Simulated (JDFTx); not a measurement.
Crystal: WC (Qusongite).

```
W C
1.0
     2.90650    0.00000    0.00000
    -1.45325    2.51710    0.00000
     0.00000    0.00000    2.83660
W C
1 1
Direct
  0.00000 0.00000 0.00000
  0.66667 0.33333 0.50000
```

Base run:

- Program: JDFTx 1.7.0 (patched build)
- Functional: PBE
- Potentials or basis: PseudoDojo-SR-PBE-0.5-standard
- Cutoff: 1116 eV
- Density cutoff: 4463 eV
- k mesh: 10 × 10 × 9
- Occupations: fermi-dirac, width 0.05 eV
- Spin: no spin polarisation

Its results: band gap on the k mesh none (metal or under the smearing width); pressure 5.7 GPa.

**Question.** The run is repeated on the same cell with these changes: functional from PBE to PBEsol; potentials or basis from PseudoDojo-SR-PBE-0.5-standard to PseudoDojo-SR-PBEsol-0.4.1-standard with smoothed tails; density cutoff from 4463 eV to 8925 eV. What comes out?

**Answer.** Band gap on the k mesh none (metal or under the smearing width); pressure -3.1 GPa.

Not every run made on this cell is shown here.
